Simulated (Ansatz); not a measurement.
## Mg2Sn: all-electron results

```
Mg Sn
1.0
     0.00000    3.37950    3.37950
     3.37950    0.00000    3.37950
     3.37950    3.37950    0.00000
Mg Sn
2 1
Direct
  0.25000 0.25000 0.25000
  0.75000 0.75000 0.75000
  0.00000 0.00000 0.00000
```

Atoms are numbered in the order listed.

The cell is COD entry 1537878, as deposited and not checked against the literature; nothing was relaxed.

No spin–orbit coupling, which matters for the heavy atoms here.

Methods: DFT, PBE, all-electron LAPW, scalar-relativistic (Ansatz 0.2.0); DFT, PBE, PAW with Ansatz's default frozen-core files, scalar-relativistic (Ansatz 0.2.0).

For LAPW: a Γ-centred 11×11×11 k mesh, Fermi–Dirac smearing of 0.08 eV, basis error target 0.5 meV/atom, no spin polarisation. PAW takes a cutoff of 420 eV at this cell. The Ansatz runs share mesh, smearing and spin set-up. Values come from LAPW unless marked.

| Quantity | Value |
| --- | --- |
| Pressure at this cell | 10.9 kbar |
| Band gap | none at this level of theory (metallic, semimetallic, or a small gap that the functional closes) |
| Density of states at the Fermi level (0.2 eV bin) | 0.11 states/eV per cell |
| Löwdin charges (with 0.32 e of the cell spilling out of the atomic basis, so their sizes and signs hang on that basis) | Mg1 1.29, Sn3 -2.26 e |
| Bader charges (from the PAW run) | Mg1 +1.42, Sn3 -2.83 e |
| Volume per atom | 25.73 Å³ |
